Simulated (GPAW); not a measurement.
**MnSi in GPAW: convergence with convergence criteria**

Input of the first run (convergence criteria density=0.001 energy=0.01 eigenstates=0.0001); the others differ in this setting and in those tied to it:

run.py

```python
from ase.dft.bandgap import bandgap
from ase.io import read, write
from ase.units import GPa
from gpaw import GPAW, PW

atoms = read('POSCAR')
atoms.set_initial_magnetic_moments([4.0, 0.0])

calc = GPAW(mode=PW(600),
            xc='MGGA_X_R2SCAN+MGGA_C_R2SCAN',
            kpts={'size': (7, 7, 7), 'gamma': True},
            occupations={'name': 'fermi-dirac', 'width': 0.05},
            nbands=20,
            convergence={'density': 0.001, 'energy': 0.01, 'eigenstates': 0.0001},
            maxiter=100,
            txt='gpaw.txt')
atoms.calc = calc
energy = atoms.get_potential_energy()
forces = atoms.get_forces()
stress = atoms.get_stress()
calc.write('gs.gpw')
write('result.traj', atoms)
print(f'Energy: {energy:.6f} eV')
print('Forces (eV/A):')
print(forces.round(4))
print('Stress (GPa):', (stress / GPa).round(3))
print('Moments:', calc.get_magnetic_moments().round(3))
print('Fermi level:', round(calc.get_fermi_level(), 4), 'eV')
print(f'Gap: {bandgap(calc)[0]:.4f} eV, direct: {bandgap(calc, direct=True)[0]:.4f} eV')
```

POSCAR

```
MnSi
1.0
    2.9874314600      0.0000000000      0.0000000000
    0.0000000000      2.9874314600      0.0000000000
    0.0000000000      0.0000000000      2.9874314600
Mn Si
1 1
Direct
    0.5000000000      0.5000000000      0.5000000000
    0.0000000000      0.0000000000      0.0000000000
```

Potentials or basis: GPAW PAW data sets (gpaw-data 1.2.1), pw.

Launch:

```bash
$ OMP_NUM_THREADS=1 python run.py
```

The cell was built by a generator and needn't be a form met in nature.

Hardware: 1 thread of Arm Neoverse V1, on a shared host.

| convergence criteria | energy less the tightest run, at zero smearing (meV/atom) | pressure (GPa) | SCF cycles | CPU time (s) | peak memory (GiB) |
| --- | --- | --- | --- | --- | --- |
| density=0.001 energy=0.01 eigenstates=0.0001 | -0.01 | -6.52 | 11 | 52 | 0.25 |
| default | 0.00 | -6.58 | 14 | 67 | 0.25 |
| density=1e-05 energy=1e-05 | 0.00 | -6.58 | 15 | 70 | 0.25 |
| density=1e-05 forces=0.0001 | 0.00 | -6.58 | 16 | 71 | 0.25 |
| density=1e-06 energy=1e-06 eigenstates=1e-10 | 0.00 | -6.58 | 18 | 82 | 0.25 |

Against the tightest run, the energy stays within 1 meV/atom from density=0.001 energy=0.01 eigenstates=0.0001 on; the pressure stays within 0.1 GPa from density=0.001 energy=0.01 eigenstates=0.0001 on. The tightest run that finished is the yardstick and may itself not be fully converged.

Caveat, for the tightest run too: the PAW data sets were made with another functional, which shifts forces and pressure a little.
